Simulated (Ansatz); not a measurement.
Slab: C, a slab with vacuum.

```xyz
2
Lattice="2.4562 0.0000 0.0000 -1.2281 2.1271 0.0000 0.0000 0.0000 8.5238" Properties=species:S:1:pos:R:3 pbc="T T T"
C     1.2281    0.7090    0.0000
C     0.0000    1.4181    0.0000
```

The slab is cut from a database's or a generator's crystal, which needn't be the stable form of the element.

* Program: Ansatz 0.2.0
* Task: single point
* Functional: PBE
* Potentials or basis: all-electron LAPW, scalar-relativistic
* Cutoff: 528 eV (chosen from the basis error)
* Basis error allowed: 0.001 eV/atom
* k mesh: 12 × 12 × 3
* Occupations: fermi-dirac, width 0.05 eV
* Spin: no spin polarisation

On this cell: largest force under 0.003 eV/Å; band gap on the k mesh none (metal or under the smearing width).

The same run follows on a disturbed copy (atoms moved at random, drawn with an rms of 0.05 Å):

```
CELL_PARAMETERS angstrom
2.45617 0.00000 0.00000
-1.22809 2.12711 0.00000
0.00000 0.00000 8.52380
ATOMIC_POSITIONS crystal
C 0.65630 0.33472 0.99940
C 0.32410 0.66274 0.99900
```

Q: What does the disturbed cell give?

A: The energy (extrapolated to zero smearing) moves by +2.3 meV/atom; largest force 0.702 eV/Å; band gap on the k mesh 0.20 eV, direct.

Forces on the atoms (eV/Å):
```
C    0.453 -0.534 -0.058
C   -0.453  0.534  0.058
```

Stress tensor (GPa, compression positive):
```
 2.31 -0.17  0.01
-0.17  1.92 -0.01
 0.01 -0.01  0.00
```

A k mesh can miss the band edges.
